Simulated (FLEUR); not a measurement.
# Magnetic state of MnS (Rambergite) from several starts, part 2 of 3

Does MnS (Rambergite) prefer parallel or opposed moments?

FLEUR MaX-R8.1; PBE; all-electron FLAPW, Dirac cores, scalar-relativistic bands.

So far, largest spin moment in the muffin-tin sphere (μB): step 2 (order 1, typed as ferro ++) 4.54.

The database entry behind the starting cell differs from later determinations by our own check (about 0.3 % short against later determinations), so it need not match the best structure at ambient conditions.

## 3. Run 2 (antiferro +-)

Reversing part of the moments tests the sign of the couplings between them.

Contents of inp.xml:

```
<?xml version="1.0" encoding="UTF-8" standalone="no"?>
<fleurInput fleurInputVersion="0.39">
   <comment>
      MnS
   </comment>
   <calculationSetup>
      <cutoffs Kmax="4.29" Gmax="12.9" GmaxXC="12.9" numbands="0"/>
      <scfLoop itmax="90" minDistance="0.00002" maxIterBroyd="15" imix="Anderson" alpha="0.05" precondParam="0.0" spinf="2.0" sdNocoIR="T"/>
      <coreElectrons ctail="T" frcor="F" kcrel="0" coretail_lmax="0"/>
      <xcFunctional name="pbe" relativisticCorrections="F"/>
      <magnetism jspins="2"/>
      <soc l_soc="F" theta="0.0" phi="0.0" spav="F"/>
      <expertModes spex="0" secvar="F"/>
      <geometryOptimization l_f="F" forcealpha="1.0" forcemix="BFGS" epsdisp="0.00001" epsforce="0.00001"/>
      <ldaU l_linMix="F" mixParam="0.05" spinf="1.0"/>
   </calculationSetup>
   <cell>
      <bzIntegration valenceElectrons="42.0" mode="hist" fermiSmearingEnergy="0.00183747">
         <kPointListSelection listName="default-1"/>
         <xi:include xmlns:xi="http://www.w3.org/2001/XInclude" href="kpts.xml"> </xi:include>
      </bzIntegration>
      <xi:include xmlns:xi="http://www.w3.org/2001/XInclude" href="sym.xml"> </xi:include>
      <bulkLattice scale="1.0">
         <bravaisMatrix>
            <row-1>    7.5135510713529081     0.0000000000188973     0.0000000000000000</row-1>
            <row-2>   -3.7567755356859025     6.5069261004216132     0.0000000000000000</row-2>
            <row-3>    0.0000000000000000     0.0000000000000000    12.1547184334272007</row-3>
         </bravaisMatrix>
      </bulkLattice>
   </cell>
   <atomSpecies>
      <species name="Manganese 4.500" element="Mn" atomicNumber="25">
         <mtSphere radius="2.69" gridPoints="889" logIncrement="0.014"/>
         <atomicCutoffs lmax="10" lnonsphr="8"/>
         <electronConfig flipSpins="F">
            <coreConfig>(1s1/2) (2s1/2) (2p1/2) (2p3/2)</coreConfig>
            <valenceConfig>(3s1/2) (3p1/2) (3p3/2) (4s1/2) (3d3/2) (3d5/2)</valenceConfig>
            <stateOccupation state="(3d3/2)" spinUp="1.75" spinDown="0.25"/>
            <stateOccupation state="(3d5/2)" spinUp="3.0" spinDown="0.0"/>
         </electronConfig>
         <energyParameters s="4" p="4" d="3" f="4"/>
         <lo type="SCLO" l="0" n="3" eDeriv="0"/>
         <lo type="SCLO" l="1" n="3" eDeriv="0"/>
      </species>
      <species name="Manganese -4.500" element="Mn" atomicNumber="25">
         <mtSphere radius="2.69" gridPoints="889" logIncrement="0.014"/>
         <atomicCutoffs lmax="10" lnonsphr="8"/>
         <electronConfig flipSpins="F">
            <coreConfig>(1s1/2) (2s1/2) (2p1/2) (2p3/2)</coreConfig>
            <valenceConfig>(3s1/2) (3p1/2) (3p3/2) (4s1/2) (3d3/2) (3d5/2)</valenceConfig>
            <stateOccupation state="(3d3/2)" spinUp="0.25" spinDown="1.75"/>
            <stateOccupation state="(3d5/2)" spinUp="0.0" spinDown="3.0"/>
         </electronConfig>
         <energyParameters s="4" p="4" d="3" f="4"/>
         <lo type="SCLO" l="0" n="3" eDeriv="0"/>
         <lo type="SCLO" l="1" n="3" eDeriv="0"/>
      </species>
      <species name="Sulfur (S)" element="S" atomicNumber="16">
         <mtSphere radius="1.75" gridPoints="579" logIncrement="0.02"/>
         <atomicCutoffs lmax="6" lnonsphr="4"/>
         <electronConfig flipSpins="F">
            <coreConfig>(1s1/2) (2s1/2) (2p1/2) (2p3/2)</coreConfig>
            <valenceConfig>(3s1/2) (3p1/2) (3p3/2)</valenceConfig>
            <stateOccupation state="(3p1/2)" spinUp="0.666667" spinDown="0.666667"/>
            <stateOccupation state="(3p3/2)" spinUp="1.333333" spinDown="1.333333"/>
         </electronConfig>
         <energyParameters s="3" p="3" d="3" f="4"/>
      </species>
   </atomSpecies>
   <atomGroups>
      <atomGroup species="Manganese 4.500">
         <relPos label="                   1">1.000/3.000 -1.000/3.000 .0000000000</relPos>
         <force calculate="T" relaxXYZ="TTT"/>
      </atomGroup>
      <atomGroup species="Manganese -4.500">
         <relPos label="                   2">-1.000/3.000 1.000/3.000 1.000/2.000</relPos>
         <force calculate="T" relaxXYZ="TTT"/>
      </atomGroup>
      <atomGroup species="Sulfur (S)">
         <relPos label="                   3">1.000/3.000 -1.000/3.000 .3850000000</relPos>
         <force calculate="T" relaxXYZ="TTT"/>
      </atomGroup>
      <atomGroup species="Sulfur (S)">
         <relPos label="                   4">-1.000/3.000 1.000/3.000 -.1150000000</relPos>
         <force calculate="T" relaxXYZ="TTT"/>
      </atomGroup>
   </atomGroups>
   <output dos="F" band="F" slice="F">
      <bandDOS minEnergy="-.5*Htr" maxEnergy="0.5*Htr" sigma="0.015" storeEVData="T"/>
      <plotting iplot="0" polar="F">
         <plot TwoD="T" vec1="  1.0  0.0  0.0" vec2="  0.0  1.0  0.0" vec3="  0.0  0.0  1.0" zero="  0.0  0.0  0.0" file="plot"/>
      </plotting>
      <moessbauerParams electricFieldGradient="F" isomerShift="F" coreHyperfine="F" valenceHyperfine="F"/>
   </output>
</fleurInput>
```

Contents of crystal.txt:

```
MnS
&input film=F cartesian=F /
3.97599999997  0.00000000001  0.00000000000
-1.98799999999  3.44331700542  0.00000000000
0.00000000000  0.00000000000  6.43200000000
1.8897261246
1.0 1.0 1.0

4
25 0.33333333333  0.66666666667  0.00000000000 : 4.500
25 0.66666666667  0.33333333333  0.50000000000 : -4.500
16 0.33333333333  0.66666666667  0.38500000000
16 0.66666666667  0.33333333333  0.88500000000

&kpt div1=6 div2=6 div3=6 gamma=T /
```

Started as:

```sh
OMP_NUM_THREADS=1 inpgen -f crystal.txt > inpgen.log  # inp.xml is then edited as shown
OMP_NUM_THREADS=1 mpirun -n 4 fleur_MPI > fleur.log
```

Log:

```text
[banner, memory and clock lines left out]
Welcome to FLEUR        (www.flapw.de)
      MaX-Release 8.1          (www.max-centre.eu)

 ========== k-point set info ==========
 Selected k-point list: default-1
 k-point list type: mesh
 0 x 0 x 0
 Number of k points: 36

 ------------Calculation Setup---------------------------
 Number of PE/node        :            4
 Number of OMP-threads    :            1
 k-points in parallel     :            4
 pe's per k-point         :            1
 No of k-point loops      :            9
 Eigenvalue solver        :       lapack
 Number of basis functions:          832
 Approximate size of matrices (H+S) per k-point:         0.021 GB
 Iteration:     1   Distance:       8.90966417 me/bohr^3
 Iteration:     2   Distance:       8.18586880 me/bohr^3
 Iteration:     3   Distance:       4.76403021 me/bohr^3
 Iteration:     4   Distance:       3.34464296 me/bohr^3
 Iteration:     5   Distance:       2.22116377 me/bohr^3
 Iteration:     6   Distance:       0.44717257 me/bohr^3
 Iteration:     7   Distance:       0.40833967 me/bohr^3
 Iteration:     8   Distance:       0.08159789 me/bohr^3
 Iteration:     9   Distance:       0.07641132 me/bohr^3
 Iteration:    10   Distance:       0.01168234 me/bohr^3
 Iteration:    11   Distance:       0.01229606 me/bohr^3
 Iteration:    12   Distance:       0.00501457 me/bohr^3
 Iteration:    13   Distance:       0.00440831 me/bohr^3
 Iteration:    14   Distance:       0.00276780 me/bohr^3
 Iteration:    15   Distance:       0.00049425 me/bohr^3
 Iteration:    16   Distance:       0.00043293 me/bohr^3
 Iteration:    17   Distance:       0.00031549 me/bohr^3
 Iteration:    18   Distance:       0.00015091 me/bohr^3
 Iteration:    19   Distance:       0.00003859 me/bohr^3
 Iteration:    20   Distance:       0.00002707 me/bohr^3
 Iteration:    21   Distance:       0.00001069 me/bohr^3

 ********************************************************************
 Run finished successfully
 Stop message:
   all done
 ********************************************************************

--- out.xml (last complete iteration) ---
<iteration numberForCurrentRun="   21" overallNumber="   21">
         [... left out ...]
         <bandgap value="0.6451252437" units="eV"/>
         <sumValenceSingleParticleEnergies value="-29.8566027971" units="Htr"/>
         <FermiEnergy value="0.1862890001" units="Htr"/>
         <valenceDensity>
            <mtCharges spin="1">
               <mtCharge atomType="1" total="9.3087487" s="1.2403350" p="3.2816799" d="4.7466148" f="0.0284412"/>
               <mtCharge atomType="2" total="4.9454581" s="1.1888303" p="3.2047066" d="0.5081006" f="0.0308420"/>
               <mtCharge atomType="3" total="1.4974291" s="0.5441541" p="0.9459880" d="0.0068596" f="0.0003461"/>
               <mtCharge atomType="4" total="1.5364282" s="0.5478785" p="0.9718372" d="0.0155730" f="0.0009652"/>
            </mtCharges>
            <mtCharges spin="2">
               <mtCharge atomType="1" total="4.9454579" s="1.1888303" p="3.2047064" d="0.5081006" f="0.0308419"/>
               <mtCharge atomType="2" total="9.3087476" s="1.2403337" p="3.2816784" d="4.7466163" f="0.0284413"/>
               <mtCharge atomType="3" total="1.5364306" s="0.5478787" p="0.9718393" d="0.0155731" f="0.0009652"/>
               <mtCharge atomType="4" total="1.4974307" s="0.5441543" p="0.9459895" d="0.0068596" f="0.0003461"/>
            </mtCharges>
            <spinDependentCharge spin="1" total="21.0000000" interstitial="3.7119359" mtSpheres="17.2880641"/>
            <spinDependentCharge spin="2" total="21.0000000" interstitial="3.7119332" mtSpheres="17.2880668"/>
            <totalCharge value="42.0000000000"/>
         </valenceDensity>
         [... left out ...]
         <magneticMomentsInMTSpheres units="muBohr">
            <globalMagMoment atomType="1" vec="0.00000   0.00000   4.36329"/>
            <localMagMoment atomType="1" vec="0.00000   0.00000   4.36329"/>
            <globalMagMoment atomType="2" vec="0.00000   0.00000  -4.36329"/>
            <localMagMoment atomType="2" vec="0.00000   0.00000  -4.36329"/>
            <globalMagMoment atomType="3" vec="0.00000   0.00000  -0.03900"/>
            <localMagMoment atomType="3" vec="0.00000   0.00000  -0.03900"/>
            <globalMagMoment atomType="4" vec="0.00000   0.00000   0.03900"/>
            <localMagMoment atomType="4" vec="0.00000   0.00000   0.03900"/>
         </magneticMomentsInMTSpheres>
         [... left out ...]
         <totalEnergy value="    -3115.7919244078" units="Htr">
            <sumOfEigenvalues value="    -1799.2174866020">
               <coreElectrons value="-1769.3608838049"/>
               <valenceElectrons value="-29.8566027971"/>
            </sumOfEigenvalues>
            <densityCoulombPotentialIntegral value="-4745.4274644782"/>
            <densityEffectivePotentialIntegral value="-4947.6417669451"/>
            <chargeDenXCDenIntegral value="-156.0460272852"/>
            <FockExchangeEnergyValence value="0.0000000000"/>
            <FockExchangeEnergyCore value="0.0000000000"/>
         [... left out ...]
            <tkbTimesEntropy value="0.0000039317"/>
            <freeEnergy value="-3115.7919283395"/>
            <extrapolationTo0K value="-3115.7919263737"/>
         </totalEnergy>
         <densityConvergence units="me/bohr^3">
            <chargeDensity spin="1" distance="0.0000074010"/>
            <chargeDensity spin="2" distance="0.0000075218"/>
            <overallChargeDensity distance="0.0000106870"/>
            <spinDensity distance="0.0000104160"/>
         </densityConvergence>
      </iteration>
```

Wall time 4.3 min (4 MPI ranks of Arm Neoverse V1, shared host); peak memory 0.48 GiB; 17 min of CPU time.

Spin moment in the muffin-tin sphere by atom:

```tsv
atom	spin moment in the muffin-tin sphere (μB)
Mn1	4.36
Mn2	-4.36
S3	-0.04
S4	0.04
```

Read from the output:

```yaml
free_energy: -84785.0176 eV
program_s_band_gap_on_this_mesh_in_a_metal_only_a_level_spacing: 0.6451 eV
magnetization: 0 μB
final_state: antiferromagnetic
```

It lies 176 meV a seeded atom under the first start, and its largest moment is 4.36 μB against 4.54 μB.

## 4. Run 3 (antiferro q=(0,1/2,1/2) +-+-)

Reversing part of the moments tests the sign of the couplings between them.

The cell is doubled to 8 atoms to hold this order. The mesh is halved along the doubled vector, so that both cells sample the same points. The k list default-1 (kpts.xml, not shown) is a Γ-centred 6×3×6 mesh.

inp.xml: that of step 3 with these lines changed.

```diff
@@ -17,3 +17,3 @@
    <cell>
-      <bzIntegration valenceElectrons="42.0" mode="hist" fermiSmearingEnergy="0.00183747">
+      <bzIntegration valenceElectrons="84.0" mode="hist" fermiSmearingEnergy="0.00183747">
          <kPointListSelection listName="default-1"/>
@@ -24,5 +24,5 @@
          <bravaisMatrix>
-            <row-1>    7.5135510713529081     0.0000000000188973     0.0000000000000000</row-1>
-            <row-2>   -3.7567755356859025     6.5069261004216132     0.0000000000000000</row-2>
-            <row-3>    0.0000000000000000     0.0000000000000000    12.1547184334272007</row-3>
+            <row-1>    7.5135510714095997     0.0000000000000000     0.0000000000000000</row-1>
+            <row-2>   -7.5135510714095997    13.0138522007676372     0.0000000000000000</row-2>
+            <row-3>   -3.7567755357047998     6.5069261003838186    12.1547184334272007</row-3>
          </bravaisMatrix>
@@ -71,3 +71,3 @@
       <atomGroup species="Manganese 4.500">
-         <relPos label="                   1">1.000/3.000 -1.000/3.000 .0000000000</relPos>
+         <relPos label="                   1">1.000/3.000 1.000/3.000 .0000000000</relPos>
          <force calculate="T" relaxXYZ="TTT"/>
@@ -75,3 +75,11 @@
       <atomGroup species="Manganese -4.500">
-         <relPos label="                   2">-1.000/3.000 1.000/3.000 1.000/2.000</relPos>
+         <relPos label="                   2">1.000/3.000 -1.000/6.000 .0000000000</relPos>
+         <force calculate="T" relaxXYZ="TTT"/>
+      </atomGroup>
+      <atomGroup species="Manganese 4.500">
+         <relPos label="                   3">-1.000/3.000 -1.000/12.000 1.000/2.000</relPos>
+         <force calculate="T" relaxXYZ="TTT"/>
+      </atomGroup>
+      <atomGroup species="Manganese -4.500">
+         <relPos label="                   4">-1.000/3.000 5.000/12.000 1.000/2.000</relPos>
          <force calculate="T" relaxXYZ="TTT"/>
@@ -79,3 +87,3 @@
       <atomGroup species="Sulfur (S)">
-         <relPos label="                   3">1.000/3.000 -1.000/3.000 .3850000000</relPos>
+         <relPos label="                   5">1.000/3.000 .1408333333 .3850000000</relPos>
          <force calculate="T" relaxXYZ="TTT"/>
@@ -83,3 +91,11 @@
       <atomGroup species="Sulfur (S)">
-         <relPos label="                   4">-1.000/3.000 1.000/3.000 -.1150000000</relPos>
+         <relPos label="                   6">1.000/3.000 -.3591666667 .3850000000</relPos>
+         <force calculate="T" relaxXYZ="TTT"/>
+      </atomGroup>
+      <atomGroup species="Sulfur (S)">
+         <relPos label="                   7">-1.000/3.000 -.2758333334 -.1150000000</relPos>
+         <force calculate="T" relaxXYZ="TTT"/>
+      </atomGroup>
+      <atomGroup species="Sulfur (S)">
+         <relPos label="                   8">-1.000/3.000 .2241666666 -.1150000000</relPos>
          <force calculate="T" relaxXYZ="TTT"/>
```

Contents of crystal.txt:

```
MnS
&input film=F cartesian=F /
3.97600000000  0.00000000000  0.00000000000
-3.97600000000  6.88663401080  0.00000000000
-1.98800000000  3.44331700540  6.43200000000
1.8897261246
1.0 1.0 1.0

8
25 0.33333333340  0.33333333340  0.00000000000 : 4.500
25 0.33333333330  0.83333333330  0.00000000000 : -4.500
25 0.66666666660  0.91666666660  0.50000000000 : 4.500
25 0.66666666660  0.41666666660  0.50000000000 : -4.500
16 0.33333333330  0.14083333330  0.38500000000
16 0.33333333330  0.64083333330  0.38500000000
16 0.66666666660  0.72416666660  0.88500000000
16 0.66666666660  0.22416666660  0.88500000000

&kpt div1=6 div2=3 div3=6 gamma=T /
```

Log:

```text
[banner, memory and clock lines left out]
Welcome to FLEUR        (www.flapw.de)
      MaX-Release 8.1          (www.max-centre.eu)

 ========== k-point set info ==========
 Selected k-point list: default-1
 k-point list type: mesh
 6 x 3 x 6
 Number of k points: 56

 [... set-up left out ...]
 Iteration:     1   Distance:       8.86059277 me/bohr^3
 Iteration:     2   Distance:       8.14359982 me/bohr^3
 Iteration:     3   Distance:       4.79200676 me/bohr^3
 Iteration:     4   Distance:       3.34010058 me/bohr^3
 Iteration:     5   Distance:       2.22236202 me/bohr^3
[...]
<sumOfEigenvalues value="    -3598.5710552809">
               <coreElectrons value="-3538.8346666797"/>
               <valenceElectrons value="-59.7363886012"/>
            </sumOfEigenvalues>
         [... left out ...]
            <freeEnergy value="-6231.5944005697"/>
            <extrapolationTo0K value="-6231.5944005697"/>
         </totalEnergy>
         <densityConvergence units="me/bohr^3">
            <chargeDensity spin="1" distance="0.0000278096"/>
            <chargeDensity spin="2" distance="0.0000270154"/>
            <overallChargeDensity distance="0.0000453671"/>
            <spinDensity distance="0.0000307936"/>
         </densityConvergence>
      </iteration>
```

Wall time 54 min (4 MPI ranks); peak memory 2.1 GiB.

The run was cut off at its time limit.

After 22 cycles the density distance stands at 4.5e-5 me/bohr³, still falling.

[end of part 2 of 3]

[Logs and program files are shortened in this print: banners, set-up blocks, solver, clock and traceback lines can be left out without a mark of their own.]

[Logs are printed without paths, hosts, clocks, repeated set-up lines and the standing remarks that a program may print on its own settings, such as how far it seeks lower states.]

[Hosts, paths, dates, database ids (printed as entryN), source tags and the programs' standing remarks are cut or masked in the printed files.]

[Where a cell is said to come from a database of computed structures, the database is the Materials Project.]
